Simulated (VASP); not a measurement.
# MoTe2 in VASP: one cell, several levels of theory, part 2 of 3

The system is MoTe2 in the CdI2-type structure, a generated structure that needn't be the ground state.

VASP 6.6.1, plane waves, PAW. Earlier steps stand in the parts before.

**3. LDA**

Input file INCAR:

```
ENCUT = 520.000000
SIGMA = 0.020000
EDIFF = 1.00e-07
GGA = CA
PREC = Accurate
IBRION = -1
ISIF = 2
ISMEAR = -1
NBANDS = 20
NELM = 120
NSW = 0
LASPH = .TRUE.
LCHARG = .FALSE.
LWAVE = .FALSE.
LREAL = .FALSE.
```

Input file KPOINTS:

```
KPOINTS created by Atomic Simulation Environment
0
Gamma
12 12 4
0 0 0
```

Input file KPOINTS_OPT:

```
special points
7
Reciprocal
0.0000000000 0.0000000000 0.0000000000 1
0.5000000000 0.0000000000 0.0000000000 1
0.3333333333 0.3333333333 0.0000000000 1
0.0000000000 0.0000000000 0.5000000000 1
0.5000000000 0.0000000000 0.5000000000 1
0.3333333333 0.3333333333 0.5000000000 1
0.2333333333 0.2333333333 0.5000000000 1
```

Input file POSCAR:

```
Mo Te
 1.0000000000000000
     3.5194545152357066   -0.0000000000293851   -0.0000000000000000
    -1.7597272575924052    3.0479370176726612   -0.0000000000000000
    -0.0000000000000000   -0.0000000000000000    7.2144528804336101
 Mo  Te
   1   2
Cartesian
 -0.0000000000000000  0.0000000000000000 -0.0000000000000000
  0.0000000000169654  2.0319580117719789  1.8282549640006158
  1.7597272576263363  1.0159790058712970  5.3861979164329936
```

Potentials: the recommended LDA PAW datasets, 26 valence electrons in the neutral cell.

On the command line:

```bash
$ mpirun -np 1 vasp_std
```

Printed to the terminal (iteration lines stand in OSZICAR):

```text
POSCAR found type information on POSCAR MoTe
 POSCAR found :  2 types and       3 ions
 LDA part: xc-table for (Slater(with rela. corr.)+CA(PZ))
 , standard interpolation
 POSCAR, INCAR and KPOINTS ok, starting setup
 FFT: planning ... GRIDC
 FFT: planning ... GRID_SOFT
 FFT: planning ... GRID
 WAVECAR not read
 entering main loop
 Start KPOINTS_OPT (optional k-point list driver)
k-point batch [1-7\7]
```

OSZICAR:

```text
N       E                     dE             d eps       ncg     rms          rms(c)
DAV:   1     0.165855050752E+03    0.16586E+03   -0.12159E+04  2936   0.116E+03
DAV:   2    -0.137345707465E+02   -0.17959E+03   -0.17504E+03  3316   0.287E+02
DAV:   3    -0.206354122091E+02   -0.69008E+01   -0.68133E+01  3328   0.501E+01
DAV:   4    -0.207470884879E+02   -0.11168E+00   -0.11137E+00  3556   0.651E+00
DAV:   5    -0.207484891230E+02   -0.14006E-02   -0.14005E-02  3268   0.685E-01    0.152E+01
DAV:   6    -0.203345952601E+02    0.41389E+00   -0.47308E+00  2948   0.125E+01    0.618E+00
DAV:   7    -0.201933649204E+02    0.14123E+00   -0.33017E+00  2936   0.890E+00    0.415E+00
DAV:   8    -0.200531139357E+02    0.14025E+00   -0.66511E-01  3020   0.442E+00    0.121E+00
DAV:   9    -0.200528261942E+02    0.28774E-03   -0.31972E-02  3176   0.943E-01    0.424E-01
DAV:  10    -0.200517737449E+02    0.10524E-02   -0.85444E-03  3032   0.619E-01    0.157E-01
DAV:  11    -0.200517647814E+02    0.89635E-05   -0.36199E-04  3136   0.118E-01    0.790E-02
DAV:  12    -0.200517432447E+02    0.21537E-04   -0.38270E-05  3056   0.445E-02    0.501E-02
DAV:  13    -0.200517384753E+02    0.47694E-05   -0.41092E-05  3152   0.406E-02    0.127E-02
DAV:  14    -0.200517383306E+02    0.14476E-06   -0.26142E-06  3012   0.111E-02    0.382E-03
DAV:  15    -0.200517383353E+02   -0.47153E-08   -0.57108E-08  1884   0.158E-03
   1 F= -.20051738E+02 E0= -.20051021E+02  d E =-.143434E-02
       N       E                     dE             ncg
DAV:   1     0.278668934714E+04   -0.50434E+04      296
DAV:   2     0.151342013508E+04   -0.12733E+04      332
DAV:   3     0.146477939250E+04   -0.48641E+02      348
DAV:   4     0.146402949001E+04   -0.74990E+00      332
DAV:   5     0.146401930385E+04   -0.10186E-01      336
DAV:   6     0.146401896394E+04   -0.33992E-03      360
DAV:   7     0.146401895044E+04   -0.13494E-04      328
DAV:   8     0.146401894981E+04   -0.62638E-06      296
DAV:   9     0.146401894979E+04   -0.29236E-07      232
```

Parts of OUTCAR:

```text
k-points           NKPTS =     69   k-points in BZ     NKDIM =     69   number of bands    NBANDS=     20

   NELECT =      26.0000    total number of electrons

   dimension x,y,z NGX =    28 NGY =   28 NGZ =   54
   dimension x,y,z NGXF=    56 NGYF=   56 NGZF=  108

  energy-cutoff  :      520.00
  volume of cell :       77.39
      direct lattice vectors                 reciprocal lattice vectors
     3.519454515 -0.000000000  0.000000000     0.284134941  0.164045384  0.000000000
    -1.759727258  3.047937018  0.000000000     0.000000000  0.328090769  0.000000000
     0.000000000  0.000000000  7.214452880     0.000000000  0.000000000  0.138610650

 k-points in reciprocal lattice and weights: KPOINTS created by Atomic Simulation Env
   0.00000000  0.00000000  0.00000000       0.002
   0.08333333  0.00000000  0.00000000       0.010
   0.16666667  0.00000000  0.00000000       0.010
   0.25000000  0.00000000  0.00000000       0.010
   0.33333333  0.00000000  0.00000000       0.010
   0.41666667 -0.00000000  0.00000000       0.010
   0.50000000  0.00000000  0.00000000       0.005
   0.08333333  0.08333333  0.00000000       0.010
[... 61 more k-points ...]

 E-fermi :   8.1319

 k-point     1 :       0.0000    0.0000    0.0000
  band No.  band energies     occupation
      1     -52.8878      2.00000
      2     -27.1887      2.00000
      3     -27.1307      2.00000
      4     -27.1307      2.00000
      5      -5.3198      2.00000
      6      -4.1945      2.00000
      7       1.9445      2.00000
      8       5.5070      2.00000
      9       5.5070      2.00000
     10       6.5077      2.00000
     11       6.7527      2.00000
     12       7.2911      2.00000
     13       7.2911      2.00000
     14       9.4417      0.00000
     15       9.4417      0.00000
     16      11.5299      0.00000
     17      11.5299      0.00000
     18      13.2117      0.00000
     19      13.9352      0.00000
     20      16.3126      0.00000

 k-point     2 :       0.0833    0.0000    0.0000
  band No.  band energies     occupation
      1     -52.8872      2.00000
      2     -27.1868      2.00000
      3     -27.1395      2.00000
      4     -27.1327      2.00000
      5      -5.2189      2.00000
      6      -4.1341      2.00000
      7       2.0665      2.00000
      8       5.1929      2.00000
      9       5.5479      2.00000
     10       6.5130      2.00000
     11       6.7686      2.00000
     12       7.1639      2.00000
     13       7.2559      2.00000
     14       8.9979      0.00000
     15       9.4616      0.00000
     16      10.9700      0.00000
     17      11.4123      0.00000
     18      13.4734      0.00000
     19      14.5153      0.00000
     20      15.9976      0.00000

 k-point     3 :       0.1667    0.0000    0.0000
  band No.  band energies     occupation
      1     -52.8853      2.00000
      2     -27.1816      2.00000
      3     -27.1634      2.00000
      4     -27.1383      2.00000
      5      -4.9243      2.00000
      6      -3.9600      2.00000
      7       2.4190      2.00000
      8       4.6210      2.00000
      9       5.6176      2.00000
     10       5.9408      2.00000
     11       6.6247      2.00000
     12       6.9351      2.00000
     13       7.1968      2.00000
     14       8.4290      0.00000
     15       9.3847      0.00000
     16      10.3843      0.00000
     17      11.2549      0.00000
     18      13.7345      0.00000
     19      14.8654      0.00000
     20      15.9101      0.00000

 k-point     4 :       0.2500    0.0000    0.0000
  band No.  band energies     occupation
      1     -52.8829      2.00000
      2     -27.1962      2.00000
      3     -27.1741      2.00000
      4     -27.1460      2.00000
      5      -4.4646      2.00000
      6      -3.6957      2.00000
      7       2.9467      2.00000
      8       4.0650      2.00000
      9       4.6576      2.00000
     10       5.5742      2.00000
     11       6.5038      2.00000
     12       6.7037      2.00000
     13       6.8736      2.00000
     14       8.2796      0.00124
     15       9.1347      0.00000
     16      10.5852      0.00000
     17      11.2326      0.00000
     18      13.6575      0.00000
     19      14.3602      0.00000
     20      14.6930      0.00000

 k-point     5 :       0.3333    0.0000    0.0000
  band No.  band energies     occupation
      1     -52.8804      2.00000
      2     -27.2285      2.00000
      3     -27.1670      2.00000
      4     -27.1537      2.00000
      5      -3.9066      2.00000
      6      -3.3862      2.00000
      7       3.1708      2.00000
      8       3.4649      2.00000
      9       3.8836      2.00000
     10       5.3987      2.00000
     11       5.7608      2.00000
     12       6.5454      2.00000
     13       7.0188      2.00000
     14       8.5216      0.00000
     15       8.8760      0.00000
     16      10.9713      0.00000
     17      11.2708      0.00000
     18      13.1766      0.00000
     19      13.6906      0.00000
     20      14.0243      0.00000

 k-point     6 :       0.4167   -0.0000    0.0000
  band No.  band energies     occupation
      1     -52.8785      2.00000
      2     -27.2521      2.00000
      3     -27.1617      2.00000
      4     -27.1592      2.00000
      5      -3.4108      2.00000
      6      -3.0936      2.00000
      7       2.2022      2.00000
      8       3.2482      2.00000
      9       4.2059      2.00000
     10       5.2354      2.00000
     11       5.2634      2.00000
     12       6.4742      2.00000
     13       7.1752      2.00000
     14       8.7401      0.00000
     15       8.8517      0.00000
     16      10.6999      0.00000
     17      11.3005      0.00000
     18      13.0479      0.00000
     19      13.3782      0.00000
     20      13.9861      0.00000

 k-point     7 :       0.5000    0.0000    0.0000
  band No.  band energies     occupation
      1     -52.8779      2.00000
      2     -27.2607      2.00000
      3     -27.1613      2.00000
      4     -27.1597      2.00000
      5      -3.2228      2.00000
      6      -2.9383      2.00000
      7       1.7918      2.00000
      8       3.1416      2.00000
      9       4.2884      2.00000
     10       5.1733      2.00000
     11       5.2187      2.00000
     12       6.4484      2.00000
     13       7.2304      2.00000
     14       8.7117      0.00000
     15       8.9999      0.00000
     16      10.4145      0.00000
     17      11.3100      0.00000
     18      12.8260      0.00000
     19      13.7285      0.00000
     20      14.2664      0.00000

 k-point     8 :       0.0833    0.0833    0.0000
  band No.  band energies     occupation
      1     -52.8859      2.00000
      2     -27.1832      2.00000
      3     -27.1554      2.00000
      4     -27.1370      2.00000
      5      -5.0210      2.00000
      6      -4.0167      2.00000
      7       2.3044      2.00000
      8       4.7867      2.00000
      9       5.5763      2.00000
     10       6.3755      2.00000
     11       6.4935      2.00000
     12       6.8775      2.00000
     13       7.3614      2.00000
     14       8.6409      0.00000
     15       9.2216      0.00000
     16      10.7669      0.00000
     17      11.0083      0.00000
     18      13.7393      0.00000
     19      15.2331      0.00000
     20      15.8867      0.00000

 k-point     9 :       0.1667    0.0833    0.0000
  band No.  band energies     occupation
      1     -52.8838      2.00000
      2     -27.1827      2.00000
      3     -27.1769      2.00000
      4     -27.1448      2.00000
      5      -4.6426      2.00000
      6      -3.7969      2.00000
      7       2.7522      2.00000
      8       4.2767      2.00000
      9       5.2007      2.00000
     10       5.6684      2.00000
     11       6.2096      2.00000
     12       6.8598      2.00000
     13       7.1336      2.00000
     14       8.4344      0.00000
     15       8.9837      0.00000
     16      10.4413      0.00000
     17      11.0552      0.00000
     18      13.9390      0.00000
     19      15.2702      0.00000
     20      15.3676      0.00000

 k-point    10 :       0.2500    0.0833    0.0000
  band No.  band energies     occupation
      1     -52.8813      2.00000
      2     -27.2137      2.00000
      3     -27.1697      2.00000
      4     -27.1538      2.00000
      5      -4.1277      2.00000
      6      -3.5087      2.00000
      7       3.3011      2.00000
      8       3.7695      2.00000
      9       4.0485      2.00000
     10       5.3162      2.00000
     11       6.0614      2.00000
     12       6.3146      2.00000
     13       7.1729      2.00000
     14       8.4300      0.00000
     15       8.9132      0.00000
     16      10.3748      0.00000
     17      11.3288      0.00000
     18      13.7530      0.00000
     19      14.2399      0.00000
     20      14.6405      0.00000

[... the tables of k-points 11 to 69 left out ...]

  Total       -1.9302089     -1.9302089     -1.3342423      0.0000000     -0.0000000     -0.0000000
  in kB      -39.9604301    -39.9604301    -27.6223451      0.0000000     -0.0000000     -0.0000000
  external PRESSURE =     -35.8477351 kB  Pullay stress =       0.0000000 kB

 POSITION                                       TOTAL-FORCE (eV/Angst)
 -----------------------------------------------------------------------------------
      0.00000      0.00000      0.00000        -0.000000     -0.000000      0.000000
      0.00000      2.03196      1.82825         0.000000     -0.000000     -0.206372
      1.75973      1.01598      5.38620        -0.000000      0.000000      0.206372
 -----------------------------------------------------------------------------------
    total drift:                                0.000000      0.000000      0.000000

  FREE ENERGIE OF THE ION-ELECTRON SYSTEM (eV)
  ---------------------------------------------------
  free  energy   TOTEN  =       -20.0517383353 eV

  energy  without entropy=      -20.0503039943  energy(sigma->0) =      -20.05102116
```

Hardware: 1 MPI rank of Intel Xeon 6975P-C, shared host.

The levels at the points of KPOINTS_OPT are read from vasprun.xml.

Band energies at the special points (eV, zero at the top of v, the last band that the electrons fill by count):

```
point    v−1      v      c   c+1
    Γ  -1.27  -1.27   0.88  0.88
    M  -2.11  -1.33   0.15  0.44
    K  -3.61   0.00   0.00  0.00
    A  -1.27  -1.08   0.75  0.75
    L  -2.33  -1.08   0.15  0.63
    H  -3.53  -0.51  -0.51  0.06
```

With LDA the last filled band overlaps the next by 0.58 eV, so there is no gap. Pressure: -3.58 GPa, and the largest force is 0.206 eV/Å, on atom 2 (Te).

(Continued in part 3 of 3.)
